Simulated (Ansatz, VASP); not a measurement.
## LiHF2: VASP beside Ansatz

Contents of INCAR:

```
PREC = Accurate
ENCUT = 520
EDIFF = 1E-6
ISMEAR = 0
SIGMA = 0.05
LREAL = False
LASPH = True
NELM = 80
ALGO = Normal
ISIF = 2
LWAVE = False
LCHARG = False
NBANDS = 17
```

File KPOINTS:

```
Automatic mesh
0
Gamma
  9 9 9
```

File POSCAR:

```
LiHF2
1.0
    1.4427881604      0.8329941328      3.8966499307
   -1.4427881604      0.8329941328      3.8966499307
    0.0000000000     -1.6659882656      3.8966499307
Li H F
1 1 2
Direct
    0.0000000000      0.0000000000      0.0000000000
    0.5000000000      0.5000000000      0.5000000000
    0.4125119035      0.4125119035      0.4125119035
    0.5874880965      0.5874880965      0.5874880965
```

Input for Ansatz:

```yaml
crystal:
  lattice:
    - [1.4427881604, 0.8329941328, 3.8966499307]
    - [-1.4427881604, 0.8329941328, 3.8966499307]
    - [0.0, -1.6659882656, 3.8966499307]
  atoms:
    - { symbol: Li, position: [0.0, 0.0, 0.0] }
    - { symbol: H, position: [0.5, 0.5, 0.5] }
    - { symbol: F, position: [0.4125119035, 0.4125119035, 0.4125119035] }
    - { symbol: F, position: [0.5874880965, 0.5874880965, 0.5874880965] }
basis:
  ecutwfc: 420
kpoints:
  mp_grid: { grid: [9, 9, 9] }
hamiltonian:
  xc: lda
scf:
  occupations: { method: gaussian, width: 0.05 }
output:
  forces: true
  stress: true
  eigenvalues: true
```

Change from the starting cell: strain -0.1000 x Voigt [0, 0, 1, 0, 0, 0], atoms carried along.

Alike in both runs: task single point; functional LDA; k mesh 9 × 9 × 9; occupations gaussian, width 0.05 eV; no spin polarisation.

|  | VASP | Ansatz |
| --- | --- | --- |
| version | VASP 6.6.1 | Ansatz 0.2.0 |
| potentials or method | VASP PAW LDA potentials, release 64 (Li_sv, H, F) | scalar-relativistic, plane waves, PAW |
| plane-wave cutoff (eV) | 520 | 420 |
| valence electrons in the cell | 18 | 18 |

VASP gave:

| Item | Value |
| --- | --- |
| gap on the k mesh at the Fermi level (eV) | 8.65 |
| least direct gap on the mesh (eV) | 8.66 |
| rms of the force components (eV/Å) | 1.707 |

Which values does Ansatz return?

gap on the k mesh at the Fermi level (eV): 8.68; least direct gap on the mesh (eV): 8.69; rms of the force components (eV/Å): 1.664.

Atom by atom the forces differ by 0.043 eV/Å (rms over components).

Caveats: an odd mesh through Γ misses points on the zone boundary, where band edges often lie; forces of over 1 eV/Å show positions far from the minimum, so gaps and moduli don't describe the material at rest.
